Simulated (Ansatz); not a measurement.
**How the vibrations of GaO change with volume**

The calculation used DFT PBE, scalar-relativistic, plane waves, PAW in Ansatz 0.2.0. Cutoff 420 eV, 12×12×2 k-points (Γ-centred), fixed occupations. No spin polarisation. Phonons by linear response, acoustic sum rule imposed.

The cell, relaxed at this level:
```cif
data_structure
_symmetry_space_group_name_H-M 'P-6m2'
_symmetry_Int_Tables_number 187
_cell_length_a 3.1008
_cell_length_b 3.1008
_cell_length_c 14.6629
_cell_angle_alpha 90.000
_cell_angle_beta 90.000
_cell_angle_gamma 120.000
_cell_volume 122.10
loop_
_atom_site_label
_atom_site_type_symbol
_atom_site_symmetry_multiplicity
_atom_site_Wyckoff_symbol
_atom_site_fract_x
_atom_site_fract_y
_atom_site_fract_z
_atom_site_occupancy
Ga1 Ga 2 h 0.33333 0.66667 0.41459 1
Ga2 Ga 2 g 0.00000 0.00000 0.08542 1
O1 O 2 i 0.66667 0.33333 0.13530 1
O2 O 2 g 0.00000 0.00000 0.36468 1
```

The cell was built by swapping an element in a database structure (itself possibly hypothetical) and relaxing; it need not be the stable form of this composition. The crystal is built of layers and no dispersion correction was added, so the binding between them is poorly described, and with it their spacing and whatever depends on it. The run warned that the force constants aren't converged on this k mesh, so the frequencies and all that is formed from them are rough.

Cells at 0.98 and 1.02 times the equilibrium volume were relaxed in shape and atoms; γ = −d ln ν / d ln V, modes matched by rank.

Q: Give the optical frequencies at Γ without the LO field (cm⁻¹) at the three volumes and the mode Grüneisen parameters.

A:
```tsv
0.98 V	V	1.02 V	γ	degeneracy
13	11	9	9.07	2
17	14	11	11.09	1
75	75	75	-0.01	2
76	75	75	0.14	2
197	196	196	0.05	1
198	197	197	0.12	1
413	417	420	-0.43	1
452	451	451	0.05	2
452	452	451	0.05	2
453	452	451	0.07	2
453	452	452	0.07	2
477	477	476	0.05	1
489	489	489	0.00	1
491	490	490	0.05	1
```

Q: What pressures hold the two strained cells, and what bulk modulus follows?

A: 0.11 GPa at 0.98 V and -0.07 GPa at 1.02 V, so B = −dP/d ln V ≈ 5 GPa.

Q: How does the gap respond?

A: It is 1.29, 1.32 and 1.35 eV at 0.98, 1 and 1.02 V: dE_g/d ln V = 1.5 eV.

Q: And the dielectric constants (a third of the trace)?

A: ε∞: 4.56, 4.45, 4.35; ε0: 7.4, 7.2, 7.0, in order of rising volume.

Cost: 6 runs of about 28 core-minutes in all, on Intel Xeon 6975P-C (Granite Rapids) (shared hosts).